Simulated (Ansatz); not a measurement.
Tl:

```
Tl
1.0
     3.45600    0.00000    0.00000
    -1.72800    2.99298    0.00000
     0.00000    0.00000    5.52500
Tl
2
Direct
  0.66667 0.33333 0.75000
  0.33333 0.66667 0.25000
```

```yaml
Program: Ansatz 0.2.0
Task: single point
Functional: PBE
Potentials_or_basis: all-electron LAPW, scalar-relativistic
Cutoff: 167 eV (chosen from the basis error)
Basis_error_allowed: 0.001 eV/atom
k_mesh: 9 × 9 × 5
Occupations: fermi-dirac, width 0.05 eV
Spin: no spin polarisation
```

On this cell: pressure 3.4 GPa; largest force under 0.003 eV/Å; band gap on the k mesh none (metal or under the smearing width).

The same run follows on a disturbed copy (atoms moved at random, drawn with an rms of 0.05 Å):

```xyz
2
Lattice="3.4560 0.0000 0.0000 -1.7280 2.9930 0.0000 0.0000 0.0000 5.5250" Properties=species:S:1:pos:R:3 pbc="T T T"
Tl    1.7545    0.9567    4.0954
Tl   -0.0081    1.9836    1.3419
```

What does the disturbed cell give?

The energy (extrapolated to zero smearing) moves by +0.2 meV/atom; pressure 3.4 GPa; largest force 0.031 eV/Å; band gap on the k mesh none (metal or under the smearing width).

Forces on the atoms (eV/Å):
```
Tl  -0.008  0.008  0.029
Tl   0.008 -0.008 -0.029
```

Stress tensor (GPa, compression positive):
```
2.84 0.17 0.00
0.17 3.11 0.00
0.00 0.00 4.36
```
